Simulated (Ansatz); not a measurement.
Structure search: one GaN candidate

The calculation used DFT PBE, scalar-relativistic, plane waves, PAW in Ansatz 0.2.0. Cutoff 420 eV, Gaussian smearing, Γ-centred meshes. Cell and atoms relax first on a coarse mesh and then on a converged one. In between, the cell is made exact in the group found at 0.06 Å. The steps can't lower the symmetry of their start. No spin polarisation.

Recipe of this trial structure of GaN: 3-connected net, two elements alternating (I-42d, No. 122). Lengths were set from tabulated atomic sizes, so they are only a guess.

```
Ga N
1.0
    -3.54029    3.54029    2.50336
     3.54029   -3.54029    2.50336
     3.54029    3.54029   -2.50336
Ga N
4 4
Direct
  0.25000 0.12500 0.62500
  0.50000 0.62500 0.37500
  0.87500 0.50000 0.12500
  0.37500 0.75000 0.87500
  0.87500 0.75000 0.37500
  0.37500 0.50000 0.62500
  0.25000 0.62500 0.12500
  0.50000 0.12500 0.87500
```

The zero of energy is the elements' standard structures at the same level (N₂ as a molecule); no fitted shifts are applied.

Question: What does it relax into?

Answer: The symmetry stays I-42d (No. 122). The volume per atom grows by 15.2 %, from 15.7 to 18.1 Å³. The shortest distance goes from 1.77 Å (Ga–N) to 1.85 Å (Ga–N). The ratio c/a of the conventional cell changes by a factor of 1.11. The energy falls by about 0.15 eV/atom (the start's value is from the coarse mesh). Conventional cell: a = 7.170 Å, c = 5.623 Å. Ga has 3 N at 1.85–1.86 Å; around N lie 3 Ga at 1.85–1.86 Å.

```
Ga N
1.0
    -3.58497    3.58497    2.81127
     3.58497   -3.58497    2.81127
     3.58497    3.58497   -2.81127
Ga N
4 4
Direct
  0.24657 0.12500 0.62157
  0.50343 0.62500 0.37843
  0.87500 0.49657 0.12157
  0.37500 0.75343 0.87843
  0.87500 0.75486 0.37986
  0.37500 0.49514 0.62014
  0.24514 0.62500 0.12014
  0.50486 0.12500 0.87986
```

Question: How does it come out in energy, and is it a metal?

Answer:

| Property | Result |
| --- | --- |
| Formation energy | +0.020 eV/atom |
| Gap on the 6×6×6 mesh of the 8-atom cell | 1.32 eV |

The formation energy is too near zero to say whether this cell lies below the elements.

The last run used Gaussian smearing of 0.02 eV. Kohn–Sham gaps at this level usually fall short of measured ones. A structure relaxed within its symmetry needn't be a true minimum. In all, the 3 runs took 3.5 min on 1 thread of Arm Neoverse V1 (shared host).
